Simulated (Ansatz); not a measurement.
Geometry optimisation, DFT PBE, scalar-relativistic, plane waves, PAW in Ansatz.

Input file:

```yaml
crystal:
  lattice:
    - [0.0, 5.43, 5.43]
    - [5.43, 0.0, 5.43]
    - [5.43, 5.43, 0.0]
  atoms:
    - { symbol: Si, position: [0.0, 0.0, 0.0] }
    - { symbol: Si, position: [0.125, 0.125, 0.125] }
    - { symbol: Si, position: [0.0, 0.0, 0.5] }
    - { symbol: Si, position: [0.125, 0.125, 0.625] }
    - { symbol: Si, position: [0.0, 0.5, 0.0] }
    - { symbol: Si, position: [0.125, 0.625, 0.125] }
    - { symbol: Si, position: [0.0, 0.5, 0.5] }
    - { symbol: Si, position: [0.125, 0.625, 0.625] }
    - { symbol: Si, position: [0.5, 0.0, 0.0] }
    - { symbol: Si, position: [0.625, 0.125, 0.125] }
    - { symbol: Si, position: [0.5, 0.0, 0.5] }
    - { symbol: Si, position: [0.625, 0.125, 0.625] }
    - { symbol: Si, position: [0.5, 0.5, 0.0] }
    - { symbol: Si, position: [0.625, 0.625, 0.125] }
    - { symbol: Si, position: [0.5, 0.5, 0.5] }
    - { symbol: Si, position: [0.625, 0.625, 0.625] }
    - { symbol: H, position: [0.5662325, 0.8110572, 0.8137012], spin: 1.0 }
magnetization:
  spin_polarized: true
basis:
  ecutwfc: 420.0
kpoints:
  mp_grid: { grid: [2, 2, 2] }
hamiltonian:
  xc: pbe
scf:
  occupations: { method: gaussian, width: 0.02 }
  lower_state_search: "off"
relax:
  f_tol: 0.03
  max_steps: 60
  adjacent_minimum: "off"
```

Command:

```bash
$ ansatz run input.yaml --threads 2 --pin off --max-ram 5120MiB --backend cpu --events-out ev --progress --plain --runs-dir out
```

Where does it end, and by what steps?

It converged. Limits of this set-up: coarse k mesh, a small cell, in which the defect meets its images. After 11 steps the energy has fallen by 0.253 eV; H17 moved furthest, 0.96 Å. Joined: Si14–H17 (2.23 → 1.69 Å).

```json
{"step": "0", "energy less start (eV)": "0.0000", "largest force component (eV/Å)": "0.133", "accepted": "yes"}
{"step": "1", "energy less start (eV)": "-0.0039", "largest force component (eV/Å)": "0.043", "accepted": "yes"}
{"step": "2", "energy less start (eV)": "-0.0161", "largest force component (eV/Å)": "0.141", "accepted": "yes"}
{"step": "3", "energy less start (eV)": "-0.0800", "largest force component (eV/Å)": "0.240", "accepted": "yes"}
{"step": "4", "energy less start (eV)": "-0.1331", "largest force component (eV/Å)": "0.183", "accepted": "yes"}
{"step": "5", "energy less start (eV)": "-0.1451", "largest force component (eV/Å)": "0.133", "accepted": "yes"}
{"step": "6", "energy less start (eV)": "-0.1663", "largest force component (eV/Å)": "0.338", "accepted": "yes"}
{"step": "7", "energy less start (eV)": "-0.2062", "largest force component (eV/Å)": "0.303", "accepted": "yes"}
{"step": "8", "energy less start (eV)": "-0.2391", "largest force component (eV/Å)": "0.146", "accepted": "yes"}
{"step": "9", "energy less start (eV)": "-0.2476", "largest force component (eV/Å)": "0.095", "accepted": "yes"}
{"step": "10", "energy less start (eV)": "-0.2523", "largest force component (eV/Å)": "0.039", "accepted": "yes"}
{"step": "11", "energy less start (eV)": "-0.2527", "largest force component (eV/Å)": "0.014", "accepted": "yes"}
```

```xyz
17
Lattice="0.0000 5.4300 5.4300 5.4300 0.0000 5.4300 5.4300 5.4300 0.0000" Properties=species:S:1:pos:R:3
Si -0.044 -0.003 0.044
Si 1.321 1.337 1.397
Si 2.689 2.693 0.055
Si 4.033 4.069 1.398
Si 2.662 -0.028 2.769
Si 4.034 1.337 4.110
Si 5.376 2.693 2.742
Si 6.748 4.025 4.113
Si -0.018 2.692 2.778
Si 1.317 4.073 4.112
Si 2.679 5.428 2.751
Si 4.031 6.767 4.117
Si 2.652 2.692 5.448
Si 4.032 4.057 6.828
Si 5.403 5.402 5.457
Si 6.744 6.767 6.829
H 9.463 7.792 6.829
```

Whether the end is a true minimum wasn't checked by a vibrational analysis.

Run time: 50 s on 2 threads of AMD EPYC 9R14 (Zen 4) (shared host), peak memory 0.75 GiB.
